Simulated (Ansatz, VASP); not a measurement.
## Two plane-wave programs on Ru

Contents of INCAR:

```
SYSTEM = Ru
PREC = Accurate
ENCUT = 520
EDIFF = 1E-6
ISMEAR = 0
SIGMA = 0.1
LREAL = .FALSE.
LASPH = .TRUE.
NELM = 100
ALGO = Normal
ISIF = 2
LWAVE = .FALSE.
LCHARG = .FALSE.
GGA = PE
NBANDS = 21
```

File KPOINTS:

```
Automatic mesh
0
G
  10 10 6
  0 0 0
```

Contents of POSCAR:

```
Ru
1.0
    2.7239986100      0.0000000000      0.0000000000
   -1.3619993100      2.3590520000      0.0000000000
    0.0000000000      0.0000000000      4.3320000000
Ru
2
Direct
    0.3333333300      0.6666666700      0.2500000000
    0.6666666700      0.3333333300      0.7500000000
```

Input for Ansatz:

```yaml
crystal:
  lattice:
    - [2.72399861, 0.0, 0.0]
    - [-1.36199931, 2.359052, 0.0]
    - [0.0, 0.0, 4.332]
  atoms:
    - { symbol: Ru, position: [0.33333333, 0.66666667, 0.25] }
    - { symbol: Ru, position: [0.66666667, 0.33333333, 0.75] }
hamiltonian:
  xc: pbe
  pseudopotentials: { kind: paw }
basis:
  ecutwfc: 420
kpoints:
  mp_grid: { grid: [10, 10, 6] }
scf:
  occupations: { method: gaussian, width: 0.1 }
  lower_state_search: "off"
output:
  forces: true
  stress: true
  write_density: true
  write_potential: true
  elf: true
  volumetric_format: npy
```

Alike in both runs: task single point; functional PBE; k mesh 10 × 10 × 6; occupations gaussian, width 0.1 eV; no spin polarisation.

|  | VASP | Ansatz |
| --- | --- | --- |
| version | VASP 6.6.1 | Ansatz 0.2.0 |
| potentials or method | VASP PAW PBE potentials, release 64 (Ru_pv) | PAW, plane waves, scalar-relativistic |
| plane-wave cutoff (eV) | 520 | 420 |
| valence electrons in the cell | 28 | 32 |

VASP gave:

```
pressure (GPa)                                  : -3.4
largest component of the traceless stress (GPa) : 4.54
```

Problem. What did Ansatz give for the same quantities?

Solution. Pressure (GPa): -3.3; largest component of the traceless stress (GPa): 4.56.

The functional is the same, so the differences come from potentials, cutoffs and numerics. The two sets of potentials don't hold the same shells in valence.
